## Question

A pressure of 1 GPa, working through one per cent of the volume of a 13 Å³ atom, amounts to slightly less than 1 meV. That size is useful when judging the calculations below, made for metallic TiCo in a fixed cubic cell.

Only the smearing width σ, in eV, changes from row to row. Smearing replaces the sharp step between filled and empty electron levels at the Fermi level by a soft one. A small σ gives a sharp step, and the row with the smallest σ is called the tightest.

VASP 6.6.1, PBE with the minimal set of PAW potentials, for TiCo (Pm-3m, 2 atoms) in a fixed cell; collinear spins started parallel, 9×9×9 k mesh, 500 eV cutoff, electronic stopping criterion 10⁻⁶ eV. The sweep value is the Gaussian smearing width SIGMA in eV; energies are extrapolated to zero smearing and counted from the row at 0.01 eV.

| sweep value | energy less tightest (meV/atom) | pressure (GPa) | force miss (eV/Å) | cell moment (μB) | scf iterations |
| --- | --- | --- | --- | --- | --- |
| 0.3 | -0.420 | -2.033 | 0.000 | 0.734 | 19 |
| 0.2 | -0.260 | -2.053 | 0.000 | 0.782 | 18 |
| 0.15 | 0.070 | -1.879 | 0.000 | 0.799 | 19 |
| 0.1 | 0.180 | -2.031 | 0.000 | 0.809 | 19 |
| 0.05 | 0.020 | -2.000 | 0.000 | 0.825 | 18 |
| 0.02 | -0.020 | -1.795 | 0.000 | 0.835 | 19 |
| 0.01 | 0.000 | -1.509 | 0.000 | 0.836 | 19 |

The energies are counted from the tightest row. They have been extrapolated to zero smearing. The cell moment is the magnetic moment of one formula unit. The force miss is the deviation of the forces from those of the tightest row.

A simple rule accepts the cheapest setting that stays close enough to the tightest one. With bounds of 1 meV/atom for the energy and 5 meV/Å for the force, it accepts σ = 0.3. With a bound of 0.1 GPa for the pressure, it accepts only σ = 0.01.

(a) Compare what happens to energy, moment and pressure each time σ is halved. Which of them settle?

(b) Which of the rule's verdicts deserve trust?

(c) Convert the pressure change between σ = 0.05 and 0.01 into an energy per atom for one per cent of volume. What does its size say about judging a pressure by the energy?

(d) What does a sharp step demand of the mesh? Estimate how many distinct levels the 9×9×9 mesh places within ±σ of the Fermi level, taking one state per eV, spin and cell.

(e) Which calculations should come next?

## Model answer

**(a) Halving the width.** If the density of levels is smooth near the Fermi level, the leading error of smearing grows as σ². Each halving should then change the moment or the pressure by about a quarter of what the halving before it did. From the listed energy, the extrapolation has already removed most of this term. The exact factor matters less than the direction: the changes must shrink.

The moment passes this test. It changes by 0.027 Bohr magneton from σ = 0.2 to 0.1, by 0.016 from 0.1 to 0.05, and by only 0.001 from 0.02 to 0.01. This last halving is not the next in sequence: it starts from a width five times smaller than the one before, so a far smaller change is expected in any case. The first two changes differ by less than a factor of four, so the simple σ² law does not yet hold there. The moment nevertheless settles on this mesh, which does not yet show that a denser mesh would give the same value.

The energy settles too, though it changes direction on the way. The same three halvings move it by 0.44, −0.16 and 0.02 meV/atom.

The pressure does the opposite. It changes by 0.022 and 0.031 GPa in the first two of these halvings, and then by 0.286 GPa in the last. The remaining halving, from 0.3 to 0.15, changes it by 0.154 GPa, because the row at 0.15 is irregular; part (e) returns to it. The largest response comes where σ is already smallest, which is the mark of a series that has not converged.

**(b) The verdicts.** The pressure verdict rests on a poor reference. Four rows, with σ = 0.3, 0.2, 0.1 and 0.05, agree with one another within about 0.05 GPa. The tightest row lies roughly half a GPa away from them, and no other row comes within 0.1 GPa of it. The rule reads this as a failure of every wider setting, but the numbers would look the same if the tightest row were the one at fault.

The energy verdict is correct as far as it goes, since all rows lie within 0.6 meV/atom of one another. It holds for the extrapolated energy, not necessarily for the free energy, and it does not carry over to other properties. At σ = 0.3 the moment is 12 % below that of the tightest row, while at σ = 0.05 it is only about 1 % below. Someone who took σ = 0.3 on the strength of the energy would lose an eighth of the calculated magnetism.

That loss has a likely cause, which the table does not test. The moment exists because one spin direction holds more electrons than the other. Broad smearing can shift some electrons, on balance, from majority levels below the Fermi level to minority levels above it. A smaller moment then reduces the energy splitting between the two spins, which weakens the moment further.

The force verdict is empty. Each atom sits at a site where symmetry makes the force vanish, whatever the smearing. A test that no setting can fail cannot recommend one.

**(c) A steady energy and a drifting pressure.** Pressure is the negative slope of the energy with respect to volume. A small error in energy can therefore hide a sizeable error in pressure, provided that the energy error changes as the cell expands.

The pressure drift from σ = 0.05 to 0.01 is 0.491 GPa. Since 1 eV/Å³ is about 160 GPa, an atom of 13.31 Å³ whose volume changes by one per cent turns this into

0.491/160 × 13.31 × 0.01 eV ≈ 0.4 meV per atom.

An energy error that varied by only 0.4 meV/atom over one per cent of volume would thus account for the whole drift. That is well inside the bound of 1 meV/atom. The comparison is one of size only, because the pressure belongs to the smeared free energy and the listed energy has been extrapolated to zero smearing.

The electron levels show why such an error is easy to make. Levels near the Fermi level have almost the same energy, so it costs little to move a fraction of an electron from one to another. They need not respond alike to volume, however: a bonding level and an antibonding level shift differently when the atoms move apart. Choosing the wrong one to fill hardly changes the energy, but it can change the pressure.

**(d) Too few levels in the window.** A calculation on a metal has to add up contributions from all electron waves in the crystal, but it samples them only on a mesh. Smearing lets each sampled level stand for its neighbours. This works when several levels share the soft step. When the step is narrower than the distance between levels, one level may decide the result.

The estimate starts with the number of distinct mesh points. Along each axis of a 9×9×9 mesh, a coordinate has five possible sizes, from zero to four steps. In a cubic crystal neither the signs nor the order of the three coordinates matter, which leaves 5 × 6 × 7/6 = 35 distinct points.

With one state per eV, spin and cell, each point has on average one level per eV for each spin. The window from −σ to +σ is 2σ wide, so for σ = 0.01 it holds

35 × 1 × 0.02 ≈ 0.7 levels per spin.

The same sum gives about 20 levels for σ = 0.3 and three or four for σ = 0.05. Somewhere near σ = 0.02 the window is down to about one level, and the mesh can no longer imitate a continuous band. Making σ still smaller then leads towards the exact answer for this mesh, which is not the exact answer for the metal.

The estimate places the trouble at the narrow end, where the pressure drifts. It gives neither the size nor the sign of the drift, and the assumed density of levels could easily be wrong by a factor of two. Nor does it explain the odd pressure at σ = 0.15, where the window holds some ten levels. The moment adds a further doubt: in the last halving it moves by only 0.001 Bohr magneton, so almost no charge passes between the spins, and the mesh could move the pressure only by refilling levels within one spin. The coarse mesh is therefore one candidate for the drift, not an established cause.

**(e) The next calculations.** The first step is to repeat the rows on the same mesh with a stricter stopping criterion for the electronic cycle. The row at σ = 0.15 is the reason. Its pressure is 0.15 to 0.17 GPa above those at 0.1 and 0.2, although its window largely overlaps with theirs. Too few levels is a weak explanation for such a bump.

An incompletely settled electron density is another possibility. A small error in the density enters the energy only as its square, but it enters the pressure directly. A density that is truly within 10⁻⁶ eV of self-consistency would be expected to disturb the pressure much less than this. The criterion, however, limits only the change between two steps, so the remaining error can be larger. The bump is more than half as large as the last change of 0.286 GPa, so whatever causes it could also contribute to the drift at the narrow end.

The second step is to repeat σ = 0.05, 0.02 and 0.01 on a denser mesh, keeping the stricter criterion. If a drift has survived the first step and the coarse mesh is to blame, the three pressures should now move closer together. If they keep their spacing, the cause must be sought elsewhere.

Until these tests are done, σ = 0.05 is a sensible starting point. Its pressure belongs to the group of four, and its moment is close to that of the tightest row. It costs nothing extra in electronic steps, since every row needed 18 or 19.

## Remarks on the reasoning

The main trap is to treat "tightest" as "most accurate". For many settings the two agree: a higher plane-wave cutoff or a denser mesh brings the calculation closer to its limit. Smearing is different because it works together with the mesh. Reducing σ removes one error and exposes another.

A good answer therefore looks at the changes between rows before it looks at the distance from the last row. Distances from a reference always end at zero, even when the reference is poor. Changes have no such built-in ending, and here they reveal that the pressure is still moving.

A weaker answer simply declares the group of four correct because it has the majority. But the four rows were picked because they agree, and the row at σ = 0.15, which lies between two of them, does not fit. The moment also changes by more than a tenth across the group, so separate effects on the pressure may partly cancel. The group is a better starting point than the outlying row, but it is not a converged value.

The moment needs a caution of its own. These calculations use the PBE functional and start with both atomic moments parallel, whereas real TiCo shows no magnetic order. The column is a sensitive gauge of what smearing does to the calculated state, and should not be read as a prediction that the alloy is a magnet.

The estimate in (d) carries over to neighbouring cases as a rule of proportion. The number of levels in the window grows with the number of distinct mesh points, the density of levels at the Fermi level and the width σ. Doubling the mesh along every axis gives eight times as many points in all, but here only about six times as many distinct ones if the mesh still includes the zone centre. By this estimate σ can be reduced by about six before the window is equally empty. An equal count is not equal accuracy, though: where the mesh already resolves the step well, the allowed width is expected to follow the energy change between neighbouring mesh points, which only halves. Anyone who wants a sharper step has to pay for it with a denser mesh.
